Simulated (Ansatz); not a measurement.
**CdTe: lattice vibrations**

How does the lattice vibrate, and how do the modes shift with volume? Displacements sample a 2×2×2 mesh. Runs: reference run (LAPW); volume scaled by 0.970 (LAPW); volume scaled by 1.030 (LAPW); mode Grüneisen parameters (LAPW). Companion runs by PAW are cited.

The COD entry's cell or inner coordinates are ideal or old and differ from later refinements, so a difference from it is no clean test against experiment.

Computed with Ansatz 0.2.0 (DFT PBEsol, all-electron LAPW, scalar-relativistic unless said, unless a step's input says otherwise).

1 further run of the same task is left out (set aside as unsound or not needed). Runs told in other sessions of the task aren't counted.

## 1. The structure to begin with

The structure is cubic, space group F-43m (No. 216). The conventional cell has a = 6.489 Å, b = 6.489 Å, c = 6.489 Å, α = 90.00°, β = 90.00°, γ = 90.00°. Cd (site symmetry -43m) is surrounded by 4 Te at 2.81 Å. Around Te (site symmetry -43m) lie 4 Cd at 2.81 Å.

As a file:

```cif
data_structure
_symmetry_space_group_name_H-M 'F-43m'
_symmetry_Int_Tables_number 216
_cell_length_a 6.4894
_cell_length_b 6.4894
_cell_length_c 6.4894
_cell_angle_alpha 90.000
_cell_angle_beta 90.000
_cell_angle_gamma 90.000
_cell_volume 273.28
loop_
_atom_site_label
_atom_site_type_symbol
_atom_site_symmetry_multiplicity
_atom_site_Wyckoff_symbol
_atom_site_fract_x
_atom_site_fract_y
_atom_site_fract_z
_atom_site_occupancy
Cd1 Cd 4 a 0.00000 0.00000 0.00000 1
Te1 Te 4 c 0.25000 0.25000 0.25000 1
```

Cartesian axes are those of the input's lattice vectors. The structure goes back to a database entry.

## 2. Reference run, LAPW

Input file input.yaml:

```yaml
crystal:
  lattice:
    - [0.0, 3.24470464658, 3.24470464658]
    - [3.24470464658, 0.0, 3.24470464658]
    - [3.24470464658, 3.24470464658, 0.0]
  atoms:
    - { symbol: Cd, position: [0.0, 0.0, 0.0] }
    - { symbol: Te, position: [0.75, 0.75, 0.75] }
kpoints:
  mp_grid: { grid: [6, 6, 6] }
scf:
  occupations: { method: fixed }
hamiltonian:
  xc: pbesol
  pseudopotentials: { kind: all_electron, lapw: { basis_error: 0.001 } }
phonons:
  qmesh: [2, 2, 2]
  qpath:
    path:
      - [0.0, 0.0, 0.0]
      - [-0.5, -0.5, 0.0]
      - [-0.375, -0.375, 0.25]
      - [-0.375, 0.0, 0.375]
      - [0.0, 0.0, 0.0]
      - [0.0, 0.0, 0.5]
      - [-0.5, -0.25, 0.25]
      - [-0.5, -0.5, 0.0]
    npoints: 6
  temperatures: { t_min: 0, t_max: 1000, t_step: 100 }
```

The run is started by

```console
ansatz run input.yaml --threads 1 --pin off --max-ram 3072MiB --backend cpu --events-out ev --progress --plain --runs-dir out
```

## 3. Volume scaled by 0.970, LAPW

Edit input.yaml of step 2 so:

```diff
@@ -2,5 +2,5 @@
   lattice:
-    - [0.0, 3.24470464658, 3.24470464658]
-    - [3.24470464658, 0.0, 3.24470464658]
-    - [3.24470464658, 3.24470464658, 0.0]
+    - [0.0, 3.21192761122, 3.21192761122]
+    - [3.21192761122, 0.0, 3.21192761122]
+    - [3.21192761122, 3.21192761122, 0.0]
   atoms:
```

## 4. Volume scaled by 1.030, LAPW

Edit input.yaml of step 3 so:

```diff
@@ -2,5 +2,5 @@
   lattice:
-    - [0.0, 3.21192761122, 3.21192761122]
-    - [3.21192761122, 0.0, 3.21192761122]
-    - [3.21192761122, 3.21192761122, 0.0]
+    - [0.0, 3.2768325246, 3.2768325246]
+    - [3.2768325246, 0.0, 3.2768325246]
+    - [3.2768325246, 3.2768325246, 0.0]
   atoms:
```

(Steps that only read results are left out.)

**Question.** What will these runs give? Wanted: highest mode on the mesh, without the LO shift; optical modes at Γ.

The runs gave:

```
                                             quantity          value
highest mode on the mesh, without the LO shift (LAPW)       147 cm⁻¹
                                   optical modes at Γ  141 (T2) cm⁻¹
             mean Grüneisen parameter at 300 K (LAPW)           0.04
```

**Reading.** No mode on the mesh is unstable; the highest lies at 147 cm⁻¹ by LAPW. Weighted by heat capacity at 300 K the mean Grüneisen parameter of the sampled modes is 0.04, which points to expansion on heating. Some modes have negative γ and soften under compression. PAW differs from LAPW by at most 0.1 cm⁻¹. Each set of modes is computed in the harmonic approximation.

A log calls its force constants unconverged on the k mesh, so modes and the static dielectric constant formed from them are rough.
